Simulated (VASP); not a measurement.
# Mo (Im-3m) in VASP: relaxation of cell and atoms with LDA

Aim: the relaxation of cell and atoms of Mo with LDA.

Everything below comes from runs of VASP 6.6.1. Logs are shortened: lines on timing, memory, paths and dates and some standing lists are left out, and cuts for length are marked.

### 1 The structure

It takes space group Im-3m (No. 229, cubic). The conventional cell has a = 3.160 Å, b = 3.160 Å, c = 3.160 Å, α = 90.00°, β = 90.00°, γ = 90.00°. Mo (site symmetry m-3m) has 8 Mo at 2.74 Å as nearest neighbours.

The cell was built by a generator and needn't be a form met in nature.

### 2 Relaxation of cell and atoms, LDA

Input file INCAR:

```
SYSTEM = Mo
PREC     = Accurate       ! precision mode
ENCUT    = 600            ! plane-wave cutoff, eV
EDIFF    = 1E-6           ! SCF threshold, eV
ISMEAR   = 1              ! smearing method
SIGMA    = 0.2            ! smearing width, eV
LREAL    = .FALSE.        ! projectors in reciprocal space
LASPH    = .TRUE.         ! aspherical terms in the spheres
NELM     = 60             ! most SCF steps
ALGO     = Normal         ! electronic algorithm
ISIF     = 3              ! what is computed and relaxed
LWAVE    = .FALSE.        ! write WAVECAR
LCHARG   = .FALSE.        ! write CHGCAR
GGA      = CA             ! functional
IBRION   = 2              ! ionic algorithm
NSW      = 60             ! ionic steps
EDIFFG   = -0.01          ! ionic threshold
KPAR     = 8
```

Input file KPOINTS:

```
Automatic mesh
0
G
  24 24 24
  0 0 0
```

Input file POSCAR:

```
Mo
1.0
   -1.5800000000      1.5800000000      1.5800000000
    1.5800000000     -1.5800000000      1.5800000000
    1.5800000000      1.5800000000     -1.5800000000
Mo
1
Direct
    0.0000000000      0.0000000000      0.0000000000
```

Potentials or basis: VASP PAW LDA potentials, release 64 (Mo_sv).

Launch:

```sh
> cat potpaw_LDA.64/Mo_sv/POTCAR > POTCAR
> mpirun -np 8 vasp_std > vasp.out
```

OUTCAR:

```text
SYSTEM = Mo
   PREC = Accurate
   ENCUT = 600
   EDIFF = 1E-6
   ISMEAR = 1
   LREAL = .FALSE.
   LASPH = .TRUE.
   NELM = 60
   ISIF = 3
   GGA = CA
   IBRION = 2
   NSW = 60
   EDIFFG = -0.01

 ion  position               nearest neighbor table
   1  0.000  0.000  0.000-

  LATTYP: Found a body centered cubic cell.
 ALAT       =     3.1600000000

  Lattice vectors:

 A1 = (  -1.5800000000,   1.5800000000,   1.5800000000)
 A2 = (   1.5800000000,  -1.5800000000,   1.5800000000)
 A3 = (   1.5800000000,   1.5800000000,  -1.5800000000)

Analysis of symmetry for initial positions (statically):
=====================================================================
 Subroutine PRICEL returns:
 Original cell was already a primitive cell.

 Routine SETGRP: Setting up the symmetry group for a
 body centered cubic supercell.

 Subroutine GETGRP returns: Found 48 space group operations
 (whereof 48 operations were pure point group operations)
 out of a pool of 48 trial point group operations.

The static configuration has the point symmetry O_h .

Analysis of symmetry for dynamics (positions and initial velocities):
=====================================================================
 Subroutine PRICEL returns:
 Original cell was already a primitive cell.

 Routine SETGRP: Setting up the symmetry group for a
 body centered cubic supercell.

 Subroutine GETGRP returns: Found 48 space group operations
 (whereof 48 operations were pure point group operations)
 out of a pool of 48 trial point group operations.

The dynamic configuration has the point symmetry O_h .

 Subroutine INISYM returns: Found 48 space group operations
 (whereof 48 operations are pure point group operations),
 and found     1 'primitive' translations

----------------------------------------------------------------------------------------

                                     Primitive cell

  volume of cell :      15.7772

  direct lattice vectors                    reciprocal lattice vectors
    -1.580000000  1.580000000  1.580000000     0.000000000  0.316455696  0.316455696
     1.580000000 -1.580000000  1.580000000     0.316455696  0.000000000  0.316455696
     1.580000000  1.580000000 -1.580000000     0.316455696  0.316455696  0.000000000

  length of vectors
     2.736640276  2.736640276  2.736640276     0.447535937  0.447535937  0.447535937

  position of ions in fractional coordinates (direct lattice)
     0.000000000  0.000000000  0.000000000

  ion indices of the primitive-cell ions
   primitive index   ion index
                 1           1

----------------------------------------------------------------------------------------

 KPOINTS: Automatic mesh

Automatic generation of k-mesh.
 Grid dimensions read from file:
 generate k-points for:   24   24   24

 Generating k-lattice:

  Cartesian coordinates                     Fractional coordinates (reciprocal lattice)
     0.000000000  0.013185654  0.013185654     0.041666667  0.000000000  0.000000000
     0.013185654  0.000000000  0.013185654     0.000000000  0.041666667  0.000000000
     0.013185654  0.013185654  0.000000000     0.000000000  0.000000000  0.041666667

  Length of vectors
     0.018647331  0.018647331  0.018647331

  Shift w.r.t. Gamma in fractional coordinates (k-lattice)
     0.000000000  0.000000000  0.000000000

 Subroutine IBZKPT returns following result:
 ===========================================

 Found    413 irreducible k-points:

 Following reciprocal coordinates:
            Coordinates               Weight
  0.000000  0.000000  0.000000      1.000000
  0.041667  0.000000  0.000000     12.000000
  0.083333  0.000000  0.000000     12.000000
  0.125000  0.000000  0.000000     12.000000
  0.166667  0.000000  0.000000     12.000000
  0.208333  0.000000  0.000000     12.000000
[... 16 lines left out ...]
  0.416667  0.041667  0.000000     48.000000
  0.458333  0.041667  0.000000     48.000000
 [... further k-points ...]
   k-points           NKPTS =    413   k-points in BZ     NKDIM =    413   number of bands    NBANDS=     11
   number of dos      NEDOS =    301   number of ions     NIONS =      1
   total plane-waves  NPLWV =  13824
   dimension x,y,z NGX =    24 NGY =   24 NGZ =   24
   dimension x,y,z NGXF=    48 NGYF=   48 NGZF=   48
   ions per type =               1
   NGX,Y,Z   is equivalent  to a cutoff of  14.58, 14.58, 14.58 a.u.
   NGXF,Y,Z  is equivalent  to a cutoff of  29.16, 29.16, 29.16 a.u.
 SYSTEM =  Mo
   PREC   = accura    normal or accurate (medium, high low for compatibility)
   ISTART =      0    job   : 0-new  1-cont  2-samecut
   ICHARG =      2    charge: 1-file 2-atom 10-const
   ISPIN  =      1    spin polarized calculation?
   LNONCOLLINEAR =      F non collinear calculations
   LSORBIT =      F    spin-orbit coupling
   LASPH  =      T    aspherical Exc in radial PAW
   ENCUT  =  600.0 eV  44.10 Ry    6.64 a.u.   5.47  5.47  5.47*2*pi/ulx,y,z
   NELM   =     60;   NELMIN=  2; NELMDL= -5     # of ELM steps
   EDIFF  = 0.1E-05   stopping-criterion for ELM
   LREAL  =      F    real-space projection
   EDIFFG = -.1E-01   stopping-criterion for IOM
   NSW    =     60    number of steps for IOM
   IBRION =      2    ionic relax: 0-MD 1-quasi-New 2-CG
   NFREE  =      1    steps in history (QN), initial steepest desc. (CG)
   ISIF   =      3    stress and relaxation
   ISYM   =      2    0-nonsym 1-usesym 2-fastsym
   POTIM  = 0.5000    time-step for ionic-motion
   TEBEG  =    0.0;   TEEND  =   0.0 temperature during run
   PSTRESS=    0.0 pullay stress
   NELECT =      14.0000    total number of electrons
   NUPDOWN=      -1.0000    fix difference up-down
   EMIN   =  10.00;   EMAX   =-10.00  energy-range for DOS
   EFERMI =   0.00;   METHOD = LEGACY
   ISMEAR =     1;   SIGMA  =   0.20  broadening in eV -4-tet -1-fermi 0-gaus
   EFERMI_NEDOS =   21; number of points for ismear=-14 and -15
   IALGO  =     38    algorithm
   IMIX   =      4    mixing-type and parameters
     AMIX     =   0.40;   BMIX     =  1.00
     AMIX_MAG =   1.60;   BMIX_MAG =  1.00
  volume/ion in A,a.u.               =      15.78       106.47
  Fermi-wavevector in a.u.,A,eV,Ry     =   1.573163  2.972847 33.672273  2.474842
  Thomas-Fermi vector in A             =   2.674489
   LORBIT       =      0    0 simple, 1 ext, 2 COOP (PROOUT), +10 PAW based schemes
   GGA     = CA    functional components
   LHFCALC =     F    Hartree Fock is set to
   AEXX    =    0.0000 exact exchange contribution
   IVDW    =     0    specifies the selected vdW correction
   LEPSILON=     F    determine dielectric tensor
   LRPA    =     F    only Hartree local field effects (RPA)
 conjugate gradient relaxation of ions
 non-spin polarized calculation
 Methfessel and Paxton  Order N= 1 SIGMA  =   0.20
  energy-cutoff  :      600.00
  volume of cell :       15.78
 maximum number of plane-waves:       543
 NGX is ok and might be reduce to    24
   NGX = 11   NGY = 11   NGZ = 11

--------------------------------------- Ionic step        1  -------------------------------------------

 number of electron      14.0000002 magnetization

 Free energy of the ion-electron system (eV)
  ---------------------------------------------------
  ext. energy  EPLUGINS =         0.00000000
  ---------------------------------------------------
  free energy    TOTEN  =       -12.10657265 eV

  energy without entropy =      -12.10657291  energy(sigma->0) =      -12.10657273

------------------------ aborting loop because EDIFF is reached ----------------------------------------

  FORCE on cell =-STRESS in cart. coord.  units (eV):
  Direction    XX          YY          ZZ          XY          YZ          ZX
  --------------------------------------------------------------------------------------
  -------------------------------------------------------------------------------------
  Total       -1.1154360     -1.1154360     -1.1154360      0.0000000      0.0000000     -0.0000000
  in kB     -113.2723726   -113.2723726   -113.2723726      0.0000000      0.0000000     -0.0000000
  external PRESSURE =    -113.2723726 kB  Pullay stress =       0.0000000 kB
[... 90 lines left out ...]
  energy  without entropy=      -12.1307518879  energy(sigma->0) =      -12.13059498

--------------------------------------- Ionic step        4  -------------------------------------------

 number of electron      13.9999999 magnetization

 Free energy of the ion-electron system (eV)
  ---------------------------------------------------
  ext. energy  EPLUGINS =         0.00000000
  ---------------------------------------------------
  free energy    TOTEN  =       -12.13058554 eV

  energy without entropy =      -12.13083359  energy(sigma->0) =      -12.13066822

 E-fermi :  13.0592     XC(G=0): -13.7877

 val. band max:       13.0552685469   @ k =  -0.2917   0.3750   0.1667
 cond. band min:      13.0615684980   @ k =   0.1250   0.0833  -0.0000
 fundamental gap:      0.0062999511
 Fermi energy:        13.0592353471

 k-point     1 :       0.0000    0.0000    0.0000
  band No.  band energies     occupation
      1     -47.9414      2.00000
      2     -21.3014      2.00000
      3     -21.3014      2.00000
      4     -21.3014      2.00000
      5       5.6730      2.00000
      6      11.5624      2.00000
      7      11.5624      2.00000
      8      11.5624      2.00000
      9      14.6887     -0.00000
     10      14.6887     -0.00000
     11      27.8756      0.00000
[... 309 lines left out ...]
 k-point    24 :       0.4583    0.0417    0.0000
  band No.  band energies     occupation
      1     -47.6316      2.00000
      2     -22.8625      2.00000
      3     -21.8063      2.00000
      4     -21.3277      2.00000
      5       7.5300      2.00000
      6       9.4556      2.00000
      7      14.3385     -0.00000
      8      14.7474     -0.00000
      9      15.6448     -0.00000
     10      18.1198      0.00000
     11      25.0872      0.00000

 [... further k-points ...]

------------------------ aborting loop because EDIFF is reached ----------------------------------------

  FORCE on cell =-STRESS in cart. coord.  units (eV):
  Direction    XX          YY          ZZ          XY          YZ          ZX
  --------------------------------------------------------------------------------------
  -------------------------------------------------------------------------------------
  Total       -0.0096781     -0.0096781     -0.0096781     -0.0000000     -0.0000000      0.0000000
  in kB       -1.0250149     -1.0250149     -1.0250149     -0.0000000     -0.0000000      0.0000000
  external PRESSURE =      -1.0250149 kB  Pullay stress =       0.0000000 kB
[... 16 lines left out ...]
  FREE ENERGIE OF THE ION-ELECTRON SYSTEM (eV)
  ---------------------------------------------------
  free  energy   TOTEN  =       -12.1305855394 eV

  energy  without entropy=      -12.1308335853  energy(sigma->0) =      -12.13066822

 reached required accuracy - stopping structural energy minimisation
```

It took 17 s on 8 MPI ranks of Intel Xeon Platinum 8488C (Sapphire Rapids), shared host; peak memory 0.21 GiB.

What came out:

```yaml
Free_energy: -12.1306 eV
Relaxed_volume: 15.13 Å³/atom
Relaxed_cell: a = 2.699 Å, b = 2.699 Å, c = 2.699 Å, α = 109.47°, β = 109.47°, γ = 109.47°
Space_group_after_relaxing_to_0.05_Å: Im-3m (No. 229)
Energy_gained_by_relaxing: 24.0 meV/atom
Ionic_steps: 4
Pressure_after_relaxing: -0.1 GPa
Band_gap_on_the_k_mesh: none (metal or under the smearing width)
```

The path:
```csv
step,energy change (eV),largest force (eV/Å),pressure (GPa),volume (Å³)
1,0.0000,0.0000,-11.33,15.78
2,0.2066,0.0000,46.64,13.36
3,-0.0239,0.0000,-0.65,15.16
4,-0.0240,0.0000,-0.10,15.13
```

Final structure:
```yaml
crystal:
  lattice:
    - [-1.55801, 1.55801, 1.55801]
    - [1.55801, -1.55801, 1.55801]
    - [1.55801, 1.55801, -1.55801]
  atoms:
    - { symbol: Mo, position: [0.00000, 0.00000, 0.00000] }
```
